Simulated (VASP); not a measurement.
# GaN in VASP: one cell, several levels of theory, part 2 of 2

The system is GaN, a lower-symmetry cell derived from the rocksalt prototype, a generated structure that needn't be the ground state.

VASP 6.6.1, plane waves, PAW.

### 3 r2SCAN at this geometry

INCAR

```
ENCUT = 520.000000
SIGMA = 0.010000
EDIFF = 1.00e-07
ALGO = Normal
METAGGA = R2SCAN
PREC = Accurate
IBRION = -1
ISIF = 2
ISMEAR = 0
NBANDS = 16
NELM = 120
NSW = 0
LASPH = .TRUE.
LCHARG = .TRUE.
LELF = .TRUE.
LWAVE = .FALSE.
LREAL = .FALSE.
```

KPOINTS

```
KPOINTS created by Atomic Simulation Environment
0
Gamma
10 10 10
0 0 0
```

KPOINTS_OPT

```
special points
8
Reciprocal
0.0000000000 0.0000000000 0.0000000000 1
0.5000000000 0.0000000000 0.5000000000 1
0.6250000000 0.2500000000 0.6250000000 1
0.3750000000 0.3750000000 0.7500000000 1
0.5000000000 0.5000000000 0.5000000000 1
0.5000000000 0.2500000000 0.7500000000 1
0.1796880000 -0.0104170000 -0.1927080000 1
0.0000000000 0.5000000000 0.5000000000 1
```

POSCAR

```
Ga N
 1.0000000000000000
     0.0000000000000000    2.1085152378999998    2.1085152378999998
     1.9826368781999999    0.0000000000000000    2.1085152378999998
     1.9826368781999999    2.1085152378999998    0.0000000000000000
 Ga  N
   1   1
Cartesian
  0.0000000000000000  0.0000000000000000  0.0000000000000000
  1.9826368781999999  2.1085152378999998  2.1085152378999998
```

Launch:

```bash
> mpirun -np 1 vasp_std
```

Standard output, without the iteration lines:

```text
POSCAR found type information on POSCAR GaN
 POSCAR found :  2 types and       2 ions
 -----------------------------------------------------------------------------
|                                                                             |
|                                                                             |
|     You enforced a specific xc type in the INCAR file but a different       |
|     I HOPE YOU KNOW WHAT YOU ARE DOING!                                     |
|                                                                             |
 -----------------------------------------------------------------------------

 LDA part: xc-table for (None), standard interpolation
 POSCAR, INCAR and KPOINTS ok, starting setup
 FFT: planning ... GRIDC
 FFT: planning ... GRID_SOFT
 FFT: planning ... GRID
 WAVECAR not read
 entering main loop
 Start KPOINTS_OPT (optional k-point list driver)
k-point batch [1-8\8]
```

OSZICAR:

```text
N       E                     dE             d eps       ncg     rms          rms(c)
DAV:   1     0.611910474179E+02    0.61191E+02   -0.95059E+03  3864   0.224E+03
DAV:   2    -0.213542649707E+02   -0.82545E+02   -0.77084E+02  3760   0.326E+02
DAV:   3    -0.255132498538E+02   -0.41590E+01   -0.41468E+01  3768   0.640E+01
DAV:   4    -0.255476553814E+02   -0.34406E-01   -0.34403E-01  4136   0.608E+00
DAV:   5    -0.255480488531E+02   -0.39347E-03   -0.39347E-03  3864   0.593E-01    0.715E+00
DAV:   6    -0.208255035256E+02    0.47225E+01   -0.31289E+00  4576   0.435E+01    0.245E+00
DAV:   7    -0.208571565707E+02   -0.31653E-01   -0.49302E-01  3896   0.653E+00    0.168E+00
DAV:   8    -0.208657438148E+02   -0.85872E-02   -0.27379E-02  4112   0.421E+00    0.262E-01
DAV:   9    -0.208647918418E+02    0.95197E-03   -0.65734E-03  4704   0.242E+00    0.732E-02
DAV:  10    -0.208648281401E+02   -0.36298E-04   -0.66439E-04  3936   0.280E-01    0.534E-02
DAV:  11    -0.208648310324E+02   -0.28923E-05   -0.19295E-04  3888   0.133E-01    0.291E-02
DAV:  12    -0.208648189013E+02    0.12131E-04   -0.17286E-05  3728   0.421E-02    0.102E-02
DAV:  13    -0.208648174817E+02    0.14196E-05   -0.68034E-07  4344   0.101E-02    0.526E-03
DAV:  14    -0.208648177895E+02   -0.30780E-06   -0.13421E-07  2672   0.953E-03    0.227E-03
DAV:  15    -0.208648177898E+02   -0.29377E-09   -0.13793E-07  2728   0.371E-03
   1 F= -.20864818E+02 E0= -.20864818E+02  d E =-.690629E-34
       N       E                     dE             ncg
DAV:   1     0.202065191455E+04   -0.60238E+04      320
DAV:   2     0.141171019069E+04   -0.60894E+03      312
DAV:   3     0.138369339146E+04   -0.28017E+02      280
DAV:   4     0.138346497552E+04   -0.22842E+00      352
DAV:   5     0.138346244479E+04   -0.25307E-02      272
DAV:   6     0.138346236625E+04   -0.78538E-04      376
DAV:   7     0.138346236419E+04   -0.20576E-05      280
DAV:   8     0.138346236411E+04   -0.85144E-07      312
```

OUTCAR, selected sections:

```text
k-points           NKPTS =    102   k-points in BZ     NKDIM =    102   number of bands    NBANDS=     16

   NELECT =      18.0000    total number of electrons

   dimension x,y,z NGX =    24 NGY =   24 NGZ =   24
   dimension x,y,z NGXF=    48 NGYF=   48 NGZF=   48

  energy-cutoff  :      520.00
  volume of cell :       17.63
      direct lattice vectors                 reciprocal lattice vectors
     0.000000000  2.108515238  2.108515238    -0.252189398  0.237133691  0.237133691
     1.982636878  0.000000000  2.108515238     0.252189398 -0.237133691  0.237133691
     1.982636878  2.108515238  0.000000000     0.252189398  0.237133691 -0.237133691

 k-points in reciprocal lattice and weights: KPOINTS created by Atomic Simulation Env
   0.00000000  0.00000000  0.00000000       0.001
   0.10000000  0.00000000  0.00000000       0.008
   0.20000000  0.00000000  0.00000000       0.008
   0.30000000  0.00000000  0.00000000       0.008
   0.40000000  0.00000000  0.00000000       0.008
   0.50000000  0.00000000  0.00000000       0.004
   0.10000000  0.10000000  0.00000000       0.004
   0.20000000  0.10000000  0.00000000       0.016
[... 94 more k-points ...]

 E-fermi :   8.6384

 k-point     1 :       0.0000    0.0000    0.0000
  band No.  band energies     occupation
      1     -10.2738      2.00000
      2      -5.8292      2.00000
      3      -5.8292      2.00000
      4      -5.7926      2.00000
      5      -5.7808      2.00000
      6      -5.6830      2.00000
      7       7.5101      2.00000
      8       8.1111      2.00000
      9       8.1111      2.00000
     10      12.2096      0.00000
     11      24.2997      0.00000
     12      24.2997      0.00000
     13      24.7902      0.00000
     14      25.6004      0.00000
     15      25.6005      0.00000
     16      26.0773      0.00000

 k-point     2 :       0.1000    0.0000    0.0000
  band No.  band energies     occupation
      1     -10.0633      2.00000
      2      -5.8327      2.00000
      3      -5.8294      2.00000
      4      -5.7891      2.00000
      5      -5.7811      2.00000
      6      -5.7083      2.00000
      7       6.7034      2.00000
      8       7.8648      2.00000
      9       8.1078      2.00000
     10      13.0906      0.00000
     11      21.9852      0.00000
     12      23.3241      0.00000
     13      24.3475      0.00000
     14      25.6075      0.00000
     15      25.7483      0.00000
     16      27.5442      0.00000

 k-point     3 :       0.2000    0.0000    0.0000
  band No.  band energies     occupation
      1      -9.4531      2.00000
      2      -5.8926      2.00000
      3      -5.8619      2.00000
      4      -5.8278      2.00000
      5      -5.7181      2.00000
      6      -5.7079      2.00000
      7       4.6208      2.00000
      8       7.9907      2.00000
      9       8.1088      2.00000
     10      14.3610      0.00000
     11      19.8988      0.00000
     12      21.3524      0.00000
     13      23.0119      0.00000
     14      25.7793      0.00000
     15      26.9940      0.00000
     16      27.5128      0.00000

 k-point     4 :       0.3000    0.0000    0.0000
  band No.  band energies     occupation
      1      -8.5234      2.00000
      2      -5.9789      2.00000
      3      -5.9439      2.00000
      4      -5.8975      2.00000
      5      -5.6517      2.00000
      6      -5.6297      2.00000
      7       2.4089      2.00000
      8       8.1300      2.00000
      9       8.2205      2.00000
     10      14.7114      0.00000
     11      19.2609      0.00000
     12      19.6362      0.00000
     13      21.4281      0.00000
     14      25.8944      0.00000
     15      29.0830      0.00000
     16      29.0839      0.00000

 k-point     5 :       0.4000    0.0000    0.0000
  band No.  band energies     occupation
      1      -7.4832      2.00000
      2      -6.0486      2.00000
      3      -6.0276      2.00000
      4      -5.9945      2.00000
      5      -5.6011      2.00000
      6      -5.5566      2.00000
      7       0.5880      2.00000
      8       8.1649      2.00000
      9       8.4346      2.00000
     10      14.3269      0.00000
     11      18.5102      0.00000
     12      19.5216      0.00000
     13      20.2953      0.00000
     14      26.3794      0.00000
     15      31.5432      0.00000
     16      31.7723      0.00000

 k-point     6 :       0.5000    0.0000    0.0000
  band No.  band energies     occupation
      1      -6.8934      2.00000
      2      -6.1194      2.00000
      3      -6.0751      2.00000
      4      -6.0600      2.00000
      5      -5.5815      2.00000
      6      -5.5283      2.00000
      7      -0.1808      2.00000
      8       8.1829      2.00000
      9       8.5238      2.00000
     10      14.1092      0.00000
     11      18.1177      0.00000
     12      19.6818      0.00000
     13      19.8898      0.00000
     14      26.7486      0.00000
     15      34.0096      0.00000
     16      34.1027      0.00000

 k-point     7 :       0.1000    0.1000    0.0000
  band No.  band energies     occupation
      1     -10.0194      2.00000
      2      -5.8481      2.00000
      3      -5.8197      2.00000
      4      -5.8000      2.00000
      5      -5.7739      2.00000
      6      -5.6799      2.00000
      7       7.1998      2.00000
      8       7.2378      2.00000
      9       7.8852      2.00000
     10      13.3712      0.00000
     11      22.2201      0.00000
     12      22.3652      0.00000
     13      23.5123      0.00000
     14      24.2188      0.00000
     15      27.9715      0.00000
     16      28.8559      0.00000

 k-point     8 :       0.2000    0.1000    0.0000
  band No.  band energies     occupation
      1      -9.5800      2.00000
      2      -5.8780      2.00000
      3      -5.8668      2.00000
      4      -5.7747      2.00000
      5      -5.7397      2.00000
      6      -5.6706      2.00000
      7       5.4420      2.00000
      8       7.3617      2.00000
      9       7.8578      2.00000
     10      14.5012      0.00000
     11      19.9347      0.00000
     12      20.7840      0.00000
     13      23.1751      0.00000
     14      24.7976      0.00000
     15      28.2740      0.00000
     16      29.6710      0.00000

[... the tables of k-points 9 to 102 left out ...]

  Total        3.7095340      1.5693183      1.5693183      0.0000000      0.0000000      0.0000000
  in kB      337.1345574    142.6247743    142.6247743      0.0000000      0.0000000      0.0000000
  external PRESSURE =     207.4613686 kB  Pullay stress =       0.0000000 kB

 POSITION                                       TOTAL-FORCE (eV/Angst)
 -----------------------------------------------------------------------------------
      0.00000      0.00000      0.00000        -0.000000      0.000000      0.000000
      1.98264      2.10852      2.10852         0.000000     -0.000000     -0.000000
 -----------------------------------------------------------------------------------
    total drift:                                0.000000     -0.000000     -0.000000

  FREE ENERGIE OF THE ION-ELECTRON SYSTEM (eV)
  ---------------------------------------------------
  free  energy   TOTEN  =       -20.8648177898 eV

  energy  without entropy=      -20.8648177898  energy(sigma->0) =      -20.86481779
```

Hardware: 1 MPI rank of Intel Xeon Platinum 8488C, shared host.

The levels at the points of KPOINTS_OPT are read from vasprun.xml.

Band energies at the special points (eV, zero at the top of v, the last band that the electrons fill by count):

```tsv
point	v−1	v	c	c+1
Γ	-0.47	-0.47	3.63	15.72
X	-3.74	-2.84	1.83	8.86
U	-6.18	-2.20	4.51	10.18
K	-6.18	-2.20	4.51	10.18
L	-0.40	-0.05	5.53	9.54
W	-5.66	-5.23	6.95	11.56
```

Gap with r2SCAN: 1.17 eV, valence top at (0.18, -0.01, -0.19), conduction bottom at (0.00, 0.50, 0.50). Least direct gap: 4.10 eV. Pressure: 20.75 GPa; the forces vanish within 0.01 eV/Å.

### 4 What came out

The summary covers parts 1 to 2.

| level | gap (eV) | pressure (GPa) | Ansatz: gap (eV) | Ansatz: pressure (GPa) |
| --- | --- | --- | --- | --- |
| PBE | 0.63 | 28.40 | 0.64 | 27.48 |
| r2SCAN | 1.17 | 20.75 | 1.20 | 19.10 |

The gap runs from 0.63 eV (PBE) to 1.17 eV (r2SCAN). At this one volume the pressure spans 20.7 GPa (r2SCAN) to 28.4 GPa (PBE): PBE wants the largest cell and r2SCAN the smallest. The two programs agree on the gap within 0.04 eV, far less than the spread between functionals. The two codes have different PAW datasets and cutoffs.
